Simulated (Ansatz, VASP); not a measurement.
## One calculation of AlN, two programs

```
CELL_PARAMETERS angstrom
3.03600 0.00000 0.00000
-1.51800 2.62925 0.00000
0.00000 0.00000 5.01696
ATOMIC_POSITIONS crystal
Al 0.33333 0.66667 0.00454
Al 0.66667 0.33333 0.50454
N 0.33333 0.66667 0.38046
N 0.66667 0.33333 0.88046
```

Alike in both runs: functional PBE; k mesh 9 × 9 × 6; occupations gaussian, width 0.05 eV; no spin polarisation.

Ansatz relaxed the structure, and its values are those at the end. VASP's run is a single point on that final structure, the one shown.

|  | VASP | Ansatz |
| --- | --- | --- |
| version | VASP 6.6.1 | Ansatz 0.2.0 |
| potentials or method | VASP PAW PBE potentials, release 64 (Al, N) | scalar-relativistic, plane waves, PAW |
| plane-wave cutoff (eV) | 520 | 520 |
| valence electrons in the cell | 16 | 16 |

```csv
,VASP,Ansatz,Ansatz less VASP
gap on the k mesh at the Fermi level (eV),4.66,4.65,-0.012
least direct gap on the mesh (eV),4.66,4.65,-0.012
pressure (GPa),13.5,13.6,+0.15
```

With one functional, cell and mesh, what is left measures potentials, basis and numerics. Ansatz warned: «stress_scf_threshold_loose».

Caveats: an odd mesh through Γ misses points on the zone boundary, where band edges often lie. As with any semilocal functional, this PBE gap is likely too small.
